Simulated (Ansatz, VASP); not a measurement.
# Ca: VASP beside Ansatz

Contents of INCAR:

```
ALGO     = Normal         # electronic algorithm
EDIFF    = 1E-8           # SCF threshold, eV
ENCUT    = 520            # plane-wave cutoff, eV
GGA      = PE             # functional
ISIF     = 2              # what is computed and relaxed
ISMEAR   = -1             # smearing method
LASPH    = T              # aspherical terms in the spheres
LCHARG   = F              # write CHGCAR
LEFG     = T            
LREAL    = F              # projectors in reciprocal space
LWAVE    = F              # write WAVECAR
NBANDS   = 11             # bands
NELM     = 60             # most SCF steps
PREC     = Accurate       # precision mode
SIGMA    = 0.03           # smearing width, eV
```

The input KPOINTS:

```
k-points
0
Gamma
  11 11 11
```

POSCAR

```
Ca
1.0
    0.0000000000      2.7062294996      2.7062294996
    2.7062294996      0.0000000000      2.7062294996
    2.7062294996      2.7062294996      0.0000000000
Ca
1
Direct
    0.0000000000      0.0000000000      0.0000000000
```

Input for Ansatz:

```yaml
crystal:
  lattice:
    - [0.0, 2.7062294996, 2.7062294996]
    - [2.7062294996, 0.0, 2.7062294996]
    - [2.7062294996, 2.7062294996, 0.0]
  atoms:
    - { symbol: Ca, position: [0.0, 0.0, 0.0] }
kpoints:
  mp_grid: { grid: [11, 11, 11] }
scf:
  occupations: { method: fermi_dirac, width: 0.03 }
hamiltonian:
  xc: pbe
  pseudopotentials: { kind: all_electron, datasets: crystal }
output:
  forces: true
  stress: true
  eigenvalues: true
  efg: { contact_densities: true }
```

Change from the starting cell: volume scaled by 0.9405, crystal datasets.

Alike in both runs: task electric field gradients; functional PBE; k mesh 11 × 11 × 11; occupations fermi-dirac, width 0.03 eV; no spin polarisation.

```csv
,VASP,Ansatz
version,VASP 6.6.1,Ansatz 0.2.0
potentials or method,"VASP PAW PBE potentials, release 64 (Ca_sv)","all-electron PAW with datasets made for the crystal, scalar-relativistic"
plane-wave cutoff (eV),520,see its input
```

```tsv
	VASP	Ansatz	Ansatz less VASP
pressure (GPa)	1.2	1.2	-0.02
Vzz of the field gradient on the site that differs most (V/Å²)	0.0	0.0	0.00
```

Ansatz ran all-electron here, so the differences hold the error of VASP's frozen core and of both bases.
